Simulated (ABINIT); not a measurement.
Ta:

```xyz
1
Lattice="-1.6513 1.6513 1.6513 1.6513 -1.6513 1.6513 1.6513 1.6513 -1.6513" Properties=species:S:1:pos:R:3 pbc="T T T"
Ta    0.0000    0.0000    0.0000
```

Base run:

* Program: ABINIT 10.8.3 (patched build)
* Functional: PBE
* Potentials or basis: PseudoDojo NC SR PBE v0.4.1 standard
* Cutoff: 707 eV
* k mesh: 8 × 8 × 8
* Occupations: fermi-dirac, width 0.05 eV
* Spin: no spin polarisation

Its results: pressure 0.7 GPa.

Task: The run is repeated on the same cell with these changes: k mesh from 8 × 8 × 8 to 14 × 14 × 14, with 2 shifts; occupations from fermi-dirac, width 0.05 eV to fermi-dirac, width 0.2 eV. What comes out?

Result: Pressure 3.5 GPa.
